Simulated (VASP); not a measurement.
TiO, 2 atoms in the cell. The structure is cubic, space group Pm-3m (No. 221). Conventional cell: a = 2.708 Å, b = 2.708 Å, c = 2.708 Å, α = 90.00°, β = 90.00°, γ = 90.00°. Around Ti (site symmetry m-3m) lie 8 O at 2.35 Å. Around O (site symmetry m-3m) lie 8 Ti at 2.35 Å. The cell comes from a database or a generator and needn't be the stable form of this composition.

| Item | Value |
| --- | --- |
| Program | VASP 6.6.1 |
| Task | single point |
| Functional | HSE(alpha, omega) |
| Potentials or basis | VASP PAW PBE potentials, release 64 (Ti_sv, O) |
| Cutoff | 520 eV |
| k mesh | 5 × 5 × 5 |
| Occupations | fermi-dirac, width 0.05 eV |
| Spin | no spin polarisation |
| Screening parameter | 0.1 |
| Grid for exact exchange (PRECFOCK) | Fast |
| Further INCAR settings | ALGO = Normal; EDIFF = 1e-07; NBANDS = 16 |

Potentials or basis: VASP PAW PBE potentials, release 64 (Ti_sv, O).

Run with:

```console
$ cat potpaw_PBE.64/Ti_sv/POTCAR potpaw_PBE.64/O/POTCAR > POTCAR
$ cp INCAR.step1 INCAR
$ mpirun -np 1 vasp_std > vasp.out
$ cp INCAR.step2 INCAR
$ mpirun -np 1 vasp_std > vasp.out
```

Hardware: 1 thread of Intel(R) Xeon(R) 6975P-C (Granite Rapids) (shared host).

**Question.** How long does it take, and how much memory?

**Answer.** It took 97 s on 1 thread of Intel(R) Xeon(R) 6975P-C (Granite Rapids) (shared host), peak memory 0.22 GiB. Counts: scf iterations 14, k points 10.
